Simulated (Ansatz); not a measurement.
# CdSe (Cadmoselite) (P6_3mc) in Ansatz: notebook

The runs below take CdSe (Cadmoselite) through single point, equation of state, with PBEsol.

All numbers are computed with Ansatz 0.2.0; they aren't measurements. Logs are shortened: lines on timing, memory, paths and dates and some standing lists are left out, and cuts for length are marked.

## (1) The structure

The structure is hexagonal, space group P6_3mc (No. 186). The conventional cell has a = 4.300 Å, b = 4.300 Å, c = 7.020 Å, α = 90.00°, β = 90.00°, γ = 120.00°. Cd (site symmetry 3m) is surrounded by 4 Se at 2.61 to 2.70 Å. Around Se (site symmetry 3m) lie 4 Cd at 2.61 to 2.70 Å.

## (2) Single point, PBEsol, 26.42 Å³/atom (volume scaled by 0.94)

input.yaml

```yaml
crystal:
  lattice:
    - [4.2122202675, 0.0, 0.0]
    - [-2.1061101337, 3.647889758, 0.0]
    - [0.0, 0.0, 6.8766944832]
  atoms:
    - { symbol: Cd, position: [0.6666666667, 0.3333333333, 0.5] }
    - { symbol: Cd, position: [0.3333333333, 0.6666666667, 0.0] }
    - { symbol: Se, position: [0.6666666667, 0.3333333333, 0.885] }
    - { symbol: Se, position: [0.3333333333, 0.6666666667, 0.385] }
kpoints:
  mp_grid: { grid: [7, 7, 4] }
scf:
  occupations: { method: fermi_dirac, width: 0.05 }
hamiltonian:
  xc: pbesol
  pseudopotentials: { kind: all_electron, lapw: { basis_error: 0.002 } }
output:
  forces: true
  stress: true
  eigenvalues: true
```

Potentials or basis: all-electron LAPW, scalar-relativistic.

The run is started by

```
ansatz run input.yaml --threads 2 --pin off --max-ram 6144MiB --backend cpu --events-out ev --progress --plain --runs-dir out
```

The log of the run:

```text
Warning: RAYON_NUM_THREADS=2 ignored (pool sized by the plan → 2); use --threads N
LAPW: plane waves up to 8.437 Å⁻¹, error target 2.0e-3 eV per atom; small_component_spin mean_spin; Se in spheres of 1.228 Å, 24 of its electrons in bands, Dirac shells []; Cd in spheres of 1.329 Å, 20 of its electrons in bands, Dirac shells [] (how accurate: hamiltonian.pseudopotentials.lapw.basis_error, Limitations)
Engine: ansatz 0.2.0, x86_64-unknown-linux-gnu
Pseudopotentials: kind: all_electron
Pseudopotential: Cd, LAPW, valence charge 20, lapw/all_electron/scalar/gaussian/Cd, Koelling and Harmon's equation, gaussian nucleus
Pseudopotential: Se, LAPW, valence charge 24, lapw/all_electron/scalar/gaussian/Se, Koelling and Harmon's equation, gaussian nucleus
Functional definition: PBEsol
  exchange = pbesol_x
  correlation = pbesol_c
Crystal: 4 atoms, lattice volume = 105.665 Å³
Basis set: ecut = 271.1971657054856 eV, 1099 PW (Γ), exchange–correlation at level 2
Bands: 53, of which v1, the nominal top of the filled ones, is band 44 counted from 1 (43 counted from 0)
Symmetry: 12 space group operations
Space group: P63mc (ITA 186), of the structure as read, at distance tolerance 4.7e-5 Å
k-points: 24 of 196 (time reversal used)
Non-local potential: Cd, projectors of the file, none
Non-local potential: Se, projectors of the file, none
Initial density: superposition of atomic densities (chi_scale 0.1, normalization cell, long waves kept (reshape's long-wave potential 0.00 eV rms))
Initial wavefunctions: plane waves of lowest kinetic energy (no species holds an atomic orbital)
Functional: x = pbesol(κ = 0.804, μ = 0.12345679012345678), c = pbesol(β = 0.046)
iter 1 solved again at ethr=2.00e-3 eV; its pass at ethr=1.00e-1 eV (dr2=1.76e0 eV) is discarded
SCF iter   1: F=—  HF=-436494.647261 eV  |F-HF|=—  |Δ(HF+E_count)|=         —  Δρ=2.90e-2  dr2=1.76e0  ethr=2.00e-3  ⟨swp⟩=2.0  Hψ=7910  notcnv=0
preconditioner: auto → Resta (q_TF=auto, 2.646 Å⁻¹)  ε∞=4.1  [insulator: Δε(μ)=1.086 eV  Ē_g=12.342 eV  σ=0.050 eV  W_gap=1.00  n_scr=34 (ndim 8)  ℏωp=21.7 eV  f_vac=0.201  D(μ)=0.00/eV (n_scr^D=0)  ε∞_Penn≈4.1]
SCF iter   2: F=—  HF=-436494.023582 eV  |F-HF|=—  |Δ(HF+E_count)|=   6.24e-1  Δρ=1.33e-2  dr2=3.47e-1  ethr=2.00e-3  ⟨swp⟩=2.0  Hψ=3865  notcnv=0
SCF iter   3: F=—  HF=-436493.948573 eV  |F-HF|=—  |Δ(HF+E_count)|=   7.50e-2  Δρ=6.86e-3  dr2=9.33e-2  ethr=3.95e-4  ⟨swp⟩=2.0  Hψ=3822  notcnv=0
iter 4 solved again at ethr=5.77e-6 eV; its pass at ethr=1.06e-4 eV (dr2=5.08e-3 eV) is discarded
SCF iter   4: F=—  HF=-436493.926548 eV  |F-HF|=—  |Δ(HF+E_count)|=   2.20e-2  Δρ=1.88e-3  dr2=5.07e-3  ethr=5.77e-6  ⟨swp⟩=2.0  Hψ=6448  notcnv=0
SCF iter   5: F=—  HF=-436493.927294 eV  |F-HF|=—  |Δ(HF+E_count)|=   7.46e-4  Δρ=4.17e-4  dr2=1.93e-4  ethr=5.76e-6  ⟨swp⟩=2.0  Hψ=3650  notcnv=0
SCF iter   6: F=—  HF=-436493.927515 eV  |F-HF|=—  |Δ(HF+E_count)|=   2.22e-4  Δρ=1.83e-4  dr2=5.67e-5  ethr=2.20e-7  ⟨swp⟩=3.0  Hψ=3751  notcnv=0
SCF iter   7: F=—  HF=-436493.927580 eV  |F-HF|=—  |Δ(HF+E_count)|=   6.43e-5  Δρ=8.49e-5  dr2=1.35e-5  ethr=6.44e-8  ⟨swp⟩=3.0  Hψ=3779  notcnv=0
SCF iter   8: F=—  HF=-436493.927616 eV  |F-HF|=—  |Δ(HF+E_count)|=   3.61e-5  Δρ=1.97e-5  dr2=8.17e-7  ethr=1.53e-8  ⟨swp⟩=3.0  Hψ=3913  notcnv=0
SCF iter   9: F=-436493.927617 eV  HF=-436493.927617 eV  |F-HF|=4.67e-8  |Δ(HF+E_count)|=   9.75e-7  Δρ=6.32e-6  dr2=8.24e-8  ethr=9.29e-10  ⟨swp⟩=3.0  Hψ=3862  notcnv=0
SCF 1 converged in 9 iterations: F = -436493.927617 eV  dr2 = 8.24e-8
SCF converged after 9 iterations
Free energy (F): -436493.927617 eV
Harris-Foulkes:  -436493.927617 eV  (|F-HF|=4.67e-8)
Internal energy: -436493.927603 eV  (E = F + TS)
E sigma→0 (E₀):  -436493.927610 eV
Entropy (-TS):   -0.000014 eV (-0.003 meV/atom)
Fermi energy:    9.394046 eV
--- Per-component energies (eV) ---
  E_band       = -4120.285756
  E_kinetic    = 454069.827343
  E_xc         = -12978.821351
  E_electrostatic = -877584.933595  (all electrons and nuclei)
  E_smearing   = -0.000014  (= −TS)
  E_closure    = 0.000000  (closes the sum)
  E_atoms      = -436481.675030  (free atoms, spherical and without spin; not in F)
  Σ components = -436493.927617   (vs F -436493.927617, Δ=0.00e0)
  Basis errors (estimates in eV, not in F): energy 8.4e-4 per atom: plane waves 7.8e-4 (4.7e-4 summed), levels above the bands 5.9e-76, relativity 2.4e-8, radial functions 5.5e-5, core shells 1.7e-6; eigenvalues (radial functions only) 1.5e-6; not estimated: angular momenta, meshes, grids; target (lapw.basis_error) 2.0e-3; muffin-tin radii Se 1.228 Å, Cd 1.329 Å
--- Forces (eV/Å), atoms counted from 1 ---
  atom   1  Cd     0.00000000     0.00000000     0.33224986
  atom   2  Cd     0.00000000    -0.00000000     0.33224986
  atom   3  Se     0.00000000     0.00000000    -0.33222449
  atom   4  Se     0.00000000    -0.00000000    -0.33222449
  max |Σ_I F_I| component: 5.07e-5 eV/Å
--- Stress (GPa, compression-positive) ---
        4.821883       0.000000       0.000000
        0.000000       4.821883       0.000000
       -0.000000      -0.000000       2.151328
  P = ⅓ Tr σ = 3.9317 GPa (39.317 kbar)
--- Band table (eV; the first three rows and the last of 24) ---
  k-point 0: bands = ["-197.7187", "-197.7187", "-137.3864", "-137.3864", "-137.3864", "-137.3864", "-137.3777", "-137.3777", "-92.6289", "-92.6289", "-53.7319", "-53.7319", "-53.7318", "-53.7318", "-53.7297", "-53.7293", "-37.8268", "-37.8268", "-37.8268", "-37.8268", "-37.8171", "-37.8170", "-37.8164", "-37.8164", "-37.8163", "-37.8163", "-3.9856", "-3.5538", "0.8613", "0.8613", "0.9268", "0.9268", "0.9366", "1.2934", "1.2934", "1.3732", "1.3732", "1.6986", "4.3386", "8.2019", "8.2019", "8.9810", "9.0150", "9.0150", "9.7163", "11.0891", "14.8142", "14.8142", "15.0792", "16.0020", "16.0020", "16.8055", "18.3474"]
  k-point 1: bands = ["-197.7187", "-197.7187", "-137.3864", "-137.3864", "-137.3864", "-137.3864", "-137.3777", "-137.3777", "-92.6289", "-92.6289", "-53.7319", "-53.7319", "-53.7319", "-53.7319", "-53.7296", "-53.7294", "-37.8268", "-37.8268", "-37.8268", "-37.8268", "-37.8170", "-37.8170", "-37.8164", "-37.8164", "-37.8163", "-37.8163", "-3.9222", "-3.6162", "0.8683", "0.8683", "0.9145", "0.9145", "0.9784", "1.3074", "1.3074", "1.3638", "1.3638", "1.4634", "4.9352", "7.7483", "8.3122", "8.3122", "8.8862", "8.8862", "10.7873", "11.2027", "14.6174", "14.8977", "14.8977", "15.7015", "15.7015", "16.0450", "18.4305"]
  k-point 2: bands = ["-197.7187", "-197.7187", "-137.3864", "-137.3864", "-137.3864", "-137.3864", "-137.3777", "-137.3777", "-92.6289", "-92.6289", "-53.7319", "-53.7319", "-53.7319", "-53.7319", "-53.7295", "-53.7295", "-37.8268", "-37.8268", "-37.8268", "-37.8268", "-37.8170", "-37.8170", "-37.8164", "-37.8164", "-37.8164", "-37.8164", "-3.7688", "-3.7688", "0.8888", "0.8888", "0.8888", "0.8888", "1.1422", "1.1422", "1.3379", "1.3379", "1.3379", "1.3379", "6.2379", "6.2379", "8.5900", "8.5900", "8.5900", "8.5900", "11.3641", "11.3641", "14.8103", "14.8103", "15.2060", "15.2060", "15.2060", "15.2060", "19.0253"]
  k-point 23: bands = ["-197.7187", "-197.7187", "-137.3864", "-137.3864", "-137.3864", "-137.3864", "-137.3777", "-137.3777", "-92.6289", "-92.6289", "-53.7321", "-53.7321", "-53.7321", "-53.7321", "-53.7295", "-53.7295", "-37.8269", "-37.8269", "-37.8269", "-37.8269", "-37.8169", "-37.8169", "-37.8164", "-37.8164", "-37.8163", "-37.8163", "-3.4394", "-3.4394", "1.0632", "1.0632", "1.0862", "1.0862", "1.2612", "1.2612", "1.3219", "1.3219", "1.7879", "1.7879", "4.5597", "4.5597", "6.3684", "6.3684", "7.7739", "7.7739", "12.7659", "12.7659", "14.7319", "14.7319", "15.3076", "15.3076", "17.0853", "17.0853", "18.9533"]
```

It took 36 s on 2 threads of AMD EPYC 7R43 (Zen 3), shared host; peak memory 0.49 GiB.

What came out:

| Property | Result |
| --- | --- |
| Free energy | -436493.9276 eV |
| Pressure | 3.9 GPa |
| Largest force | 0.332 eV/Å |
| Band gap on the k mesh | 0.70 eV, direct |

## (3) Single point, PBEsol, 26.98 Å³/atom (volume scaled by 0.96)

input.yaml, as its differences from that of step 2:

```diff
@@ -2,5 +2,5 @@
   lattice:
-    - [4.2122202675, 0.0, 0.0]
-    - [-2.1061101337, 3.647889758, 0.0]
-    - [0.0, 0.0, 6.8766944832]
+    - [4.2418847678, 0.0, 0.0]
+    - [-2.1209423839, 3.6735799689, 0.0]
+    - [0.0, 0.0, 6.9251235047]
   atoms:
```

Potentials or basis: all-electron LAPW, scalar-relativistic.

The run is started by

```
ansatz run input.yaml --threads 2 --pin off --max-ram 6144MiB --backend cpu --events-out ev --progress --plain --runs-dir out
```

Wall time 39 s (2 threads of AMD EPYC 7R43 (Zen 3), shared host); peak memory 0.49 GiB.

Results (log left out):

```yaml
Free_energy: -436493.9727 eV
Pressure: 2.5 GPa
Largest_force: 0.308 eV/Å
Band_gap_on_the_k_mesh: 0.66 eV, direct
```

## (4) Single point, PBEsol, 27.54 Å³/atom (volume scaled by 0.98)

input.yaml, as its differences from that of step 3:

```diff
@@ -2,5 +2,5 @@
   lattice:
-    - [4.2418847678, 0.0, 0.0]
-    - [-2.1209423839, 3.6735799689, 0.0]
-    - [0.0, 0.0, 6.9251235047]
+    - [4.27114007, 0.0, 0.0]
+    - [-2.135570035, 3.6989158038, 0.0]
+    - [0.0, 0.0, 6.9728844864]
   atoms:
```

The run is started by

```
ansatz run input.yaml --threads 2 --pin off --max-ram 6144MiB --backend cpu --events-out ev --progress --plain --runs-dir out
```

It took 38 s on 2 threads of AMD EPYC 7R43 (Zen 3), shared host; peak memory 0.5 GiB.

The run converged. Its results:

- Free energy: -436493.9993 eV
- Pressure: 1.3 GPa
- Largest force: 0.286 eV/Å
- Band gap on the k mesh: 0.62 eV, direct

## (5) Single point, PBEsol, 28.10 Å³/atom

input.yaml, as its differences from that of step 4:

```diff
@@ -2,5 +2,5 @@
   lattice:
-    - [4.27114007, 0.0, 0.0]
-    - [-2.135570035, 3.6989158038, 0.0]
-    - [0.0, 0.0, 6.9728844864]
+    - [4.3, 0.0, 0.0]
+    - [-2.15, 3.7239092363, 0.0]
+    - [0.0, 0.0, 7.02]
   atoms:
```

The run is started by

```
ansatz run input.yaml --threads 2 --pin off --max-ram 6144MiB --backend cpu --events-out ev --progress --plain --runs-dir out
```

Run time: 39 s. Hardware: 2 threads of AMD EPYC 7R43 (Zen 3), shared host; peak memory 0.49 GiB.

It converged, with:

```yaml
Free_energy: -436494.0093 eV
Pressure: 0.2 GPa
Largest_force: 0.265 eV/Å
Band_gap_on_the_k_mesh: 0.58 eV, direct
```

## (6) Single point, PBEsol, 28.66 Å³/atom (volume scaled by 1.02)

input.yaml, as its differences from that of step 5:

```diff
@@ -2,5 +2,5 @@
   lattice:
-    - [4.3, 0.0, 0.0]
-    - [-2.15, 3.7239092363, 0.0]
-    - [0.0, 0.0, 7.02]
+    - [4.3284776511, 0.0, 0.0]
+    - [-2.1642388256, 3.7485716056, 0.0]
+    - [0.0, 0.0, 7.0664914211]
   atoms:
```

Potentials or basis: all-electron LAPW, scalar-relativistic.

The run is started by

```
ansatz run input.yaml --threads 2 --pin off --max-ram 6144MiB --backend cpu --events-out ev --progress --plain --runs-dir out
```

Run time: 32 s. Hardware: 2 threads of AMD EPYC 7R43 (Zen 3), shared host; peak memory 0.48 GiB.

Results (log left out):

```yaml
Free_energy: -436494.0048 eV
Pressure: -0.8 GPa
Largest_force: 0.246 eV/Å
Band_gap_on_the_k_mesh: 0.54 eV, direct
```

## (7) Single point, PBEsol, 29.23 Å³/atom (volume scaled by 1.04)

input.yaml, as its differences from that of step 6:

```diff
@@ -2,5 +2,5 @@
   lattice:
-    - [4.3284776511, 0.0, 0.0]
-    - [-2.1642388256, 3.7485716056, 0.0]
-    - [0.0, 0.0, 7.0664914211]
+    - [4.3565854364, 0.0, 0.0]
+    - [-2.1782927182, 3.7729136617, 0.0]
+    - [0.0, 0.0, 7.1123790148]
   atoms:
```

The run is started by

```
ansatz run input.yaml --threads 2 --pin off --max-ram 6144MiB --backend cpu --events-out ev --progress --plain --runs-dir out
```

It took 35 s on 2 threads of AMD EPYC 7R43 (Zen 3), shared host; peak memory 0.48 GiB.

Results (log left out):

```
Free energy            : -436493.9869 eV
Pressure               : -1.7 GPa
Largest force          : 0.228 eV/Å
Band gap on the k mesh : 0.50 eV, direct
```

## (8) Single point, PBEsol, 29.79 Å³/atom (volume scaled by 1.06)

input.yaml, as its differences from that of step 7:

```diff
@@ -2,5 +2,5 @@
   lattice:
-    - [4.3565854364, 0.0, 0.0]
-    - [-2.1782927182, 3.7729136617, 0.0]
-    - [0.0, 0.0, 7.1123790148]
+    - [4.3843351364, 0.0, 0.0]
+    - [-2.1921675682, 3.7969456069, 0.0]
+    - [0.0, 0.0, 7.1576820134]
   atoms:
```

The run is started by

```
ansatz run input.yaml --threads 2 --pin off --max-ram 6144MiB --backend cpu --events-out ev --progress --plain --runs-dir out
```

It took 37 s on 2 threads of AMD EPYC 7R43 (Zen 3), shared host; peak memory 0.48 GiB.

The run converged. Its results:

```
Free energy            : -436493.9572 eV
Pressure               : -2.5 GPa
Largest force          : 0.211 eV/Å
Band gap on the k mesh : 0.46 eV, direct
```

## (9) Equation of state, PBEsol

Potentials or basis: all-electron LAPW, scalar-relativistic.

No new run: the results of the series are fitted here.

What came out:

```
Equilibrium volume                        : 28.20 Å³/atom
Bulk modulus at fixed shape and positions : 52 GPa
Pressure derivative of the bulk modulus   : 4.6
```

Energy against volume, from the lowest point:
```
volume (Å³/atom)  energy (meV/atom)
          26.416              20.43
          26.978               9.16
          27.540               2.52
          28.102               0.00
          28.665               1.14
          29.227               5.62
          29.789              13.02
```

Caveat: the cell was scaled at fixed shape and fractional positions, which overstates the stiffness of a crystal with free parameters, most of all of layers and chains.
